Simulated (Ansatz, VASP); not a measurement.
This is a calculation of TiCo for VASP 6.6.1.

INCAR

```
SYSTEM = TiCo
PREC     = Accurate       ! precision mode
ENCUT    = 520            ! plane-wave cutoff, eV
EDIFF    = 1E-7           ! SCF threshold, eV
ISMEAR   = -1             ! smearing method
SIGMA    = 0.05           ! smearing width, eV
LREAL    = .FALSE.        ! projectors in reciprocal space
LASPH    = .TRUE.         ! aspherical terms in the spheres
NELM     = 120            ! most SCF steps
ALGO     = Normal         ! electronic algorithm
ISIF     = 2              ! what is computed and relaxed
LWAVE    = .FALSE.        ! write WAVECAR
LCHARG   = .FALSE.        ! write CHGCAR
ISPIN    = 2              ! spin polarisation
MAGMOM   = 2 1            ! initial moments
LORBIT   = 11             ! projections on sites
LMAXMIX  = 4              ! l up to which the mixer works
GGA      = PE             ! functional
NBANDS   = 22             ! bands
```

Contents of KPOINTS:

```
Automatic mesh
0
G
  9 9 9
  0 0 0
```

The input POSCAR:

```
TiCo
1.0
    3.0446770546      0.0000000000      0.0000000000
    0.0000000000      3.0446770546      0.0000000000
    0.0000000000      0.0000000000      3.0446770546
Co Ti
1 1
Direct
    0.5000000000      0.5000000000      0.5000000000
    0.0000000000      0.0000000000      0.0000000000
```

Potentials or basis: VASP PAW PBE potentials, release 64 (Co, Ti_sv).

The run is started by

```bash
$ cat potpaw_PBE.64/Co/POTCAR potpaw_PBE.64/Ti_sv/POTCAR > POTCAR
$ mpirun -np 1 vasp_std > vasp.out
```

Q: Translate it to Ansatz 0.2.0. Potentials there: Ansatz PAW.

A: As run (the cutoff follows the program's own potentials):

File input.yaml:

```yaml
crystal:
  lattice:
    - [3.0446770546, 0.0, 0.0]
    - [0.0, 3.0446770546, 0.0]
    - [0.0, 0.0, 3.0446770546]
  atoms:
    - { symbol: Co, position: [0.5, 0.5, 0.5], spin: 2.0 }
    - { symbol: Ti, position: [0.0, 0.0, 0.0], spin: 1.0 }
hamiltonian:
  xc: pbe
  pseudopotentials: { kind: paw }
magnetization:
  spin_polarized: true
kpoints:
  mp_grid: { grid: [9, 9, 9] }
scf:
  occupations: { method: fermi_dirac, width: 0.05 }
output:
  forces: true
  stress: true
  eigenvalues: true
```

Potentials or basis: Ansatz PAW.

Launch:

```console
$ ansatz run input.yaml --threads 1 --pin off --max-ram 3584MiB --backend cpu --events-out ev --progress --plain --runs-dir out
```

Both were run:

|  | VASP | Ansatz | Ansatz less VASP |
| --- | --- | --- | --- |
| gap on the k mesh at the Fermi level (eV) | none | none | - |
| pressure (GPa) | -9.2 | -8.9 | +0.31 |
| net moment per atom (μB) | 0.43 | 0.43 | +0.003 |
| size of the moment on the site where the two differ most (μB) | 1.00 | 1.04 | +0.033 |

Site moments also hang on the region over which each program counts them. A gap of «none» marks a metal or a gap that the smearing closes. The two sets of potentials don't hold the same shells in valence.
